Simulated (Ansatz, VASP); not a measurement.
One calculation of Al, two programs

Contents of INCAR:

```
ALGO = Fast
EDIFF = 1E-6
ENCUT = 520
GGA = PE
ISIF = 2
ISMEAR = 0
IVDW = 12
LASPH = True
LCHARG = False
LREAL = False
LWAVE = False
NBANDS = 8
NELM = 60
PREC = Accurate
SIGMA = 0.15
```

Contents of KPOINTS:

```
k-points
0
Gamma
  26 26 26
```

POSCAR

```
Al
1.0
    0.0000000000      2.1506718558      2.0710173426
    2.1506718558      0.0000000000      2.0710173426
    2.1506718558      2.1506718558      0.0000000000
Al
1
Direct
    0.0000000000      0.0000000000      0.0000000000
```

Input for Ansatz:

```yaml
crystal:
  lattice:
    - [0.0, 2.1506718558, 2.0710173426]
    - [2.1506718558, 0.0, 2.0710173426]
    - [2.1506718558, 2.1506718558, 0.0]
  atoms:
    - { symbol: Al, position: [0.0, 0.0, 0.0] }
basis:
  ecutwfc: 420
kpoints:
  mp_grid: { grid: [26, 26, 26] }
hamiltonian:
  xc: pbe
  dispersion: d3bj
scf:
  occupations: { method: gaussian, width: 0.15 }
output:
  forces: true
  stress: true
  eigenvalues: true
```

Change from the starting cell: strain +0.080 along x and y, +0.040 along z, atoms carried along.

Alike in both runs: task single point; functional PBE; dispersion D3(BJ); k mesh 26 × 26 × 26; occupations gaussian, width 0.15 eV; no spin polarisation.

|  | VASP | Ansatz |
| --- | --- | --- |
| version | VASP 6.6.1 | Ansatz 0.2.0 |
| potentials or method | VASP PAW PBE potentials, release 64 (Al) | scalar-relativistic, plane waves, PAW |
| plane-wave cutoff (eV) | 520 | 420 |
| valence electrons in the cell | 3 | 3 |

|  | VASP | Ansatz | Ansatz less VASP |
| --- | --- | --- | --- |
| gap on the k mesh at the Fermi level (eV) | none | none | - |
| pressure (GPa) | -10.6 | -10.6 | +0.02 |
| largest component of the traceless stress (GPa) | 0.71 | 0.72 | +0.005 |

A gap of «none» marks a metal or a gap that the smearing closes.

Caveats: pairwise dispersion overbinds metals, which lowers pressure and volume.
